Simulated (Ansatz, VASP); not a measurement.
# AlCo (AlCo in the L11 ordering): VASP beside Ansatz, part 2 of 2

Wanted: the spread between two codes on one cell, functional and k mesh. The cell is generated by rule, not measured, and may not be a known phase. The cell is taken from a series of runs on this material, whose earlier steps may have relaxed, scaled, displaced or heated it; both programs get it as it stands.

VASP 6.6.1 and Ansatz 0.2.0.

So far: The starting structure; Ansatz: relaxation of cell and atoms, LDA, pair 1; VASP: relaxation of cell and atoms, LDA, pair 1; Comparison.

### 5. VASP: relaxation of cell and atoms, LDA, pair 2

Level of this step: LDA, no spin polarisation; plane waves and PAW (Al, Co); invented cell (VASP).

The relaxed volume is the usual yardstick between codes: in a stiff, nearly cubic crystal its relative difference is about their pressure difference at one cell divided by the bulk modulus.

The input, INCAR:

```
SYSTEM = AlCo
PREC = Accurate
ENCUT = 600
EDIFF = 1E-07
NELM = 120
ISMEAR = 1
SIGMA = 0.2
LREAL = .FALSE.
ALGO = Normal
GGA = CA
NBANDS = 12
LASPH = .TRUE.
LORBIT = 11
LWAVE = .FALSE.
LCHARG = .FALSE.
ISIF = 3
IBRION = 2
NSW = 80
EDIFFG = -0.005
GGA_COMPAT = .FALSE.
NELMIN = 4
KPAR = 2
```

The input, POSCAR:

```
AlCo
1.0
    3.4388280000      1.5704160000      1.5704160000
    1.5704160000      3.4388280000      1.5704160000
    1.5704160000      1.5704160000      3.4388280000
Al Co
1 1
Direct
    0.0000000000      0.0000000000      0.0000000000
    0.5000000000      0.5000000000      0.5000000000
```

The input, KPOINTS:

```
Automatic mesh
0
Gamma
15 15 15
0 0 0
```

PAW data sets: Al and Co (LDA family, release 64).

On the command line:

```console
> mpirun -np 2 vasp_std
```

Numbers of over 12 decimals in the logs are rounded to 6 here.

The log of the run:

```text
[... set-up lines as in an earlier step ...]
 entering main loop
       N       E                     dE             d eps       ncg     rms          rms(c)
DAV:   1     0.390534071204E+02    0.39053E+02   -0.58924E+03  8312   0.120E+03
DAV:   2    -0.130702018716E+02   -0.52124E+02   -0.48015E+02  8484   0.191E+02
DAV:   3    -0.148415992514E+02   -0.17714E+01   -0.17449E+01  9948   0.416E+01
DAV:   4    -0.148686558131E+02   -0.27057E-01   -0.27044E-01  9272   0.461E+00
[...]
DAV:  12    -0.129118188516E+02    0.98242E-05   -0.31518E-05 12464   0.533E-02    0.281E-02
DAV:  13    -0.129118165194E+02    0.23323E-05   -0.10415E-05 10752   0.288E-02    0.510E-03
DAV:  14    -0.129118164840E+02    0.35329E-07   -0.35106E-07  8852   0.510E-03
   1 F= -.12911816E+02 E0= -.12911936E+02  d E =-.129118E+02
[...]
N       E                     dE             d eps       ncg     rms          rms(c)
DAV:   1    -0.129124176810E+02   -0.60116E-03   -0.97120E-03  9912   0.123E+00    0.196E-01
DAV:   2    -0.129135533979E+02   -0.11357E-02   -0.18831E-02  9880   0.177E+00    0.343E-01
DAV:   3    -0.129119285663E+02    0.16248E-02   -0.95066E-03  9968   0.124E+00    0.411E-02
DAV:   4    -0.129118928060E+02    0.35760E-04   -0.84124E-05  9244   0.899E-02    0.109E-02
DAV:   5    -0.129118902303E+02    0.25756E-05   -0.60654E-06 11508   0.222E-02    0.270E-03
DAV:   6    -0.129118900952E+02    0.13514E-06   -0.34006E-07  7748   0.537E-03    0.863E-04
DAV:   7    -0.129118900948E+02    0.35368E-09   -0.21511E-08  4664   0.183E-03
   2 F= -.12911890E+02 E0= -.12911966E+02  d E =-.736108E-04
 trial-energy change:   -0.000074  1 .order   -0.000071   -0.000125   -0.000017
 step:   1.1289(harm=  1.1530)  dis= 0.00000  next Energy=   -12.911891 (dE=-0.747E-04)
 reached required accuracy - stopping structural energy minimisation
```

Parts of OUTCAR (step 5):

```text
  Total       -0.0071996     -0.0071996     -0.0071996     -0.0070853     -0.0070853     -0.0070853
  in kB       -0.5014890     -0.5014890     -0.5014890     -0.4935263     -0.4935263     -0.4935263
  external PRESSURE =      -0.5014890 kB  Pullay stress =       0.0000000 kB

 POSITION                                       TOTAL-FORCE (eV/Angst)
 -----------------------------------------------------------------------------------
      3.43847      1.56801      1.56801         0.000000     -0.000000      0.000000
      3.28724      3.28724      3.28724        -0.000000      0.000000     -0.000000
 -----------------------------------------------------------------------------------
    total drift:                                0.000000      0.000000      0.000000

  FREE ENERGIE OF THE ION-ELECTRON SYSTEM (eV)
  ---------------------------------------------------
  free  energy   TOTEN  =       -12.9118900948 eV

  energy  without entropy=      -12.9121177164  energy(sigma->0) =      -12.91196597

[... 2 parts as in an earlier step ...]

[... 2 further parts left out ...]
[key lines of the parts left out:]
E-fermi :  10.1885
```

### 6. Ansatz: relaxation of cell and atoms, LDA, pair 2

The same cell, functional (in two slightly different forms), mesh and smearing now go to Ansatz, which takes its cutoff from its data sets.

The cell is taken from a series of runs on this material, whose earlier steps may have relaxed, scaled, displaced or heated it; both programs get it as it stands.

The input, input.yaml:

```yaml
crystal:
  lattice:
    - [3.4388283962, 1.5704162586, 1.5704162586]
    - [1.5704162586, 3.4388283962, 1.5704162586]
    - [1.5704162586, 1.5704162586, 3.4388283962]
  atoms:
    - { symbol: Al, position: [0.0, 0.0, 0.0] }
    - { symbol: Co, position: [0.5, 0.5, 0.5] }
kpoints:
  mp_grid: { grid: [15, 15, 15] }
hamiltonian:
  xc: lda
scf:
  occupations: { method: methfessel_paxton, width: 0.2 }
output:
  forces: true
  stress: true
  eigenvalues: true
relax:
  adjacent_minimum: "off"
  f_tol: 0.001
  max_steps: 60
  cell: { stress_tol: 0.01 }
```

On the command line:

```console
> ansatz run input.yaml --threads 4 --pin off --max-ram 8192MiB --backend cpu --events-out ev --progress --plain --runs-dir out
```

The log of the run:

```text
[...]
Crystal: 2 atoms, lattice volume = 22.969 Å³
Basis set: ecut = 420 eV, 445 PW (Γ), FFT grids on a1−a3, a2−a3, a3
Bands: 14, of which v1, the nominal top of the filled ones, is band 10 counted from 1 (9 counted from 0)
Symmetry: 12 space group operations
[...]
k-points: 344 of 3375
[...]
k-point 343: bands = [... 6 lower, 12.1881, 12.6228, 12.7421, 13.6477, 13.6708, 24.1911, 26.6171, 27.4611]
--- Relaxed structure (3 steps of the walk, 3 accepted, 1 SCFs on fresh bases) ---
[...]
cell:  # Å, volume = 22.9633 Å³
    - [3.43833929751, 1.569981, 1.569981]
    - [1.569981, 3.43833929751, 1.569981]
    - [1.569981, 1.569981, 3.438339]
  atoms:
    - { symbol: Al, position: [0, 0, 0] }
    - { symbol: Co, position: [0.500000, 0.500000, 0.500000] }
[key lines of the parts left out:]
SCF converged after 5 iterations
Free energy (F): -5576.206768 eV
Fermi energy:    14.095276 eV
P = ⅓ Tr σ = 0.0007 GPa (0.007 kbar)
```

### 7. Comparison

What differs besides the data sets and the points named for the pairs above, as far as they apply: the data sets hold 20 valence electrons in Ansatz (on its default PAW (the set named soft_2) files) and 12 in VASP. Total energies have different zeros and are not compared.

The two programs side by side:

| quantity | Ansatz | VASP | difference |
| --- | --- | --- | --- |
| volume (Å³) | 22.96 | 23.00 | -0.17 % |
| edge a after relaxation, in the typed setting (Å) | 4.093 | 4.091 | +0.03 % |

### 8. Ansatz: zone-centre phonons, LDA

Second derivatives magnify differences that forces hide, and they need a tight electronic threshold.

The cell is taken from a series of runs on this material, whose earlier steps may have relaxed, scaled, displaced or heated it; both programs get it as it stands.

The input, input.yaml:

```yaml
crystal:
  lattice:
    - [3.4383392975, 1.5699809102, 1.5699809102]
    - [1.5699809102, 3.4383392975, 1.5699809102]
    - [1.5699809102, 1.5699809102, 3.4383392975]
  atoms:
    - { symbol: Al, position: [0.0, 0.0, 0.0] }
    - { symbol: Co, position: [0.5, 0.5, 0.5] }
kpoints:
  mp_grid: { grid: [8, 8, 8] }
hamiltonian:
  xc: lda
scf:
  occupations: { method: methfessel_paxton, width: 0.2 }
output:
  eigenvalues: true
phonons:
  method: dfpt
  qmesh: [2, 2, 2]
  temperatures: { t_max: 1000, t_step: 50 }
  qpath:
    path:
      - [[0.0, 0.0, 0.0], [0.5, 0.5, 0.5], [0.80644452, 0.19355548, 0.5]]
      - [[0.5, -0.19355548, 0.19355548], [0.5, 0.0, 0.0], [0.0, 0.0, 0.0], [0.34677774, -0.34677774, 0.0]]
      - [[0.65322226, 0.0, 0.34677774], [0.5, 0.0, 0.5], [0.0, 0.0, 0.0]]
    npoints: 10
```

The log of the run:

```text
[...]
Crystal: 2 atoms, lattice volume = 22.963 Å³
Basis set: ecut = 420 eV, 445 PW (Γ), exchange–correlation on 60×60×60 points (8 copies of the dense FFT grid, shifted against one another)
Bands: 14, of which v1, the nominal top of the filled ones, is band 10 counted from 1 (9 counted from 0)
Symmetry: 12 space group operations
k-points: 65 of 512
[...]
largest difference from the sums on the solved wave vectors: F 1.37e-1 eV, S 1.94e-4 and C_V 5.74e-5 eV/K
  zero-point energy: 0.087214 eV/cell   skipped modes (ω ≤ 0): 180, of them read as no rigid motion or as one in doubt: 177 (8.432e-2 modes/cell left out, lowest -81.34 cm⁻¹)   left out of the sums: 1.41e-2 of the cell's modes: C_V's classical limit lies that fraction below 3 k_B per atom; for a crystal, a wire or a layer, F and S can be off by more, and a phonons.interpolated_qmesh denser along its periods is the remedy for the sampling
[key lines of the parts left out:]
SCF converged after 8 iterations
Free energy (F): -5576.198875 eV
Fermi energy:    14.092958 eV
```

### 9. VASP: zone-centre phonons, LDA

The same cell, functional (in two slightly different forms), mesh and smearing now go to VASP, with its own data sets.

The input, INCAR:

```
SYSTEM = AlCo
PREC = Accurate
ENCUT = 600
EDIFF = 1E-08
NELM = 120
ISMEAR = 1
SIGMA = 0.2
LREAL = .FALSE.
ALGO = Normal
GGA = CA
NBANDS = 12
LASPH = .TRUE.
LORBIT = 11
LWAVE = .FALSE.
LCHARG = .FALSE.
ISIF = 2
IBRION = 8
GGA_COMPAT = .FALSE.
KPAR = 2
```

The input, POSCAR:

```
AlCo
1.0
    3.4383392975      1.5699809102      1.5699809102
    1.5699809102      3.4383392975      1.5699809102
    1.5699809102      1.5699809102      3.4383392975
Al Co
1 1
Direct
    0.0000000000      0.0000000000      0.0000000000
    0.5000000000      0.5000000000      0.5000000000
```

The input, KPOINTS:

```
Automatic mesh
0
Gamma
8 8 8
0 0 0
```

On the command line:

```console
> mpirun -np 2 vasp_std
```

The log of the run:

```text
[... set-up lines as in an earlier step ...]
 entering main loop
       N       E                     dE             d eps       ncg     rms          rms(c)
DAV:   1     0.389379751665E+02    0.38938E+02   -0.58532E+03  1580   0.120E+03
DAV:   2    -0.129551570263E+02   -0.51893E+02   -0.47425E+02  1604   0.193E+02
DAV:   3    -0.148440153223E+02   -0.18889E+01   -0.18595E+01  1900   0.424E+01
DAV:   4    -0.148727480934E+02   -0.28733E-01   -0.28720E-01  1788   0.475E+00
[...]
DAV:  13    -0.129044954413E+02    0.22941E-05   -0.18083E-05  2036   0.371E-02    0.625E-03
DAV:  14    -0.129044952195E+02    0.22179E-06   -0.10330E-06  2184   0.896E-03    0.137E-03
DAV:  15    -0.129044952212E+02   -0.17402E-08   -0.15170E-08  1168   0.131E-03
   1 F= -.12904495E+02 E0= -.12902564E+02  d E =-.579362E-02
 Linear response reoptimize wavefunctions to high precision
DAV:   1    -0.129044952213E+02   -0.80490E-10   -0.36847E-09  1608   0.768E-04
DAV:   2    -0.129044952213E+02    0.11823E-10   -0.11609E-10   916   0.961E-05
 Linear response DOF=           2
 Linear response progress:
[...]
RMM:  10    -0.635873200334E-02    0.15532E-07    0.24541E-10  6410   0.972E-05    0.734E-06
RMM:  11    -0.635874228417E-02   -0.10281E-07   -0.67274E-11  6504   0.353E-05    0.522E-06
RMM:  12    -0.635873636980E-02    0.59144E-08    0.10238E-10  6403   0.157E-05    0.144E-06
 first order change of Fermi-energy  -0.21895E-03
 force on displaced ion       1 direction 1 :  -5.584  -2.384  -2.384
 Linear response progress:
  Degree of freedom:   2/  2
       N       E                     dE             d eps       ncg     rms          rms(c)
RMM:   1    -0.170006399868E+00   -0.17001E+00   -0.11084E-01  5577   0.270E+00
RMM:   2    -0.168472671164E+00    0.15337E-02   -0.34426E-03  5391   0.642E-01    0.149E-01
RMM:   3    -0.168201223192E+00    0.27145E-03   -0.35899E-04  5716   0.151E-01    0.861E-02
RMM:   4    -0.168237481982E+00   -0.36259E-04   -0.17827E-04  6059   0.102E-01    0.175E-02
[...]
RMM:   9    -0.168251146146E+00    0.10976E-05   -0.47571E-09  6618   0.508E-04    0.689E-05
RMM:  10    -0.168250482254E+00    0.66389E-06   -0.61949E-10  6789   0.156E-04    0.208E-05
RMM:  11    -0.168250473644E+00    0.86096E-08   -0.30259E-10  6803   0.599E-05    0.622E-06
 first order change of Fermi-energy   0.54046E-04
 force on displaced ion       2 direction 1 :  -5.583  -2.380  -2.380
 Linear response finished
```

OUTCAR, selected parts (step 9):

```text
  Total        0.0592525      0.0592525      0.0592525     -0.0807008     -0.0807008     -0.0807008
  in kB        4.1341236      4.1341236      4.1341236     -5.6305934     -5.6305934     -5.6305934
  external PRESSURE =       4.1341236 kB  Pullay stress =       0.0000000 kB

 POSITION                                       TOTAL-FORCE (eV/Angst)
 -----------------------------------------------------------------------------------
      0.00000      0.00000      0.00000         0.000000     -0.000000     -0.000000
      3.28915      3.28915      3.28915        -0.000000      0.000000      0.000000
 -----------------------------------------------------------------------------------
    total drift:                                0.000000      0.000000      0.000000

[... 2 further parts left out ...]
```

Energies printed during the response cycles are not total energies of the cell. The k-mesh is coarse for a metal.

### 10. Differences

What differs besides the data sets and the points named for the pairs above, as far as they apply: VASP's run holds the zone centre alone; the data sets hold 20 valence electrons in Ansatz (on its default PAW (the set named soft_2) files) and 12 in VASP. Total energies have different zeros and are not compared.

The two programs side by side:

| quantity | Ansatz | VASP | difference |
| --- | --- | --- | --- |
| optical mode 1 to 2 (cm⁻¹) | 216.6 | 216.9 | -0.15 % |
| optical mode 3 (cm⁻¹) | 386.4 | 390.0 | -0.91 % |

Modes are paired by rising frequency, not by their patterns, so a pair may set unlike modes beside each other; they are those without the splitting of longitudinal modes.

### 11. What came out

- difference in volume (relaxation of cell and atoms, LDA, pair 1): -0.14 %
- difference in volume (relaxation of cell and atoms, LDA, pair 2): -0.17 %
- r.m.s. difference of the optical zone-centre modes, each program's sorted by frequency (zone-centre phonons, LDA): 2.1 cm⁻¹
- difference in optical mode 3 (zone-centre phonons, LDA): -0.9 %

In words: The difference in volume is -0.17 % (relaxation of cell and atoms, LDA, pair 2), within the 1.2 % picked in this series as the mark of a large difference, as far as the stopping tolerances let one tell. The data sets hold unlike numbers of valence electrons (20 in Ansatz and 12 in VASP), so part of the differences comes from the potentials. Among the rows given in per cent, the largest difference of the zone-centre phonons, LDA pair is in optical mode 3, -0.9 %. 1 further run of this series is not shown here. How closely two codes agree says nothing of how well the functional describes the real material.

[Lines on the potential files, build, host, timing and source positions are cut from VASP's logs without a mark.]

[Logs are printed without paths, hosts, clocks, repeated set-up lines and the standing remarks that a program may print on its own settings, such as how far it seeks lower states.]

[Hosts, paths, dates, database ids (printed as entryN), source tags and the programs' standing remarks are cut or masked in the printed files.]
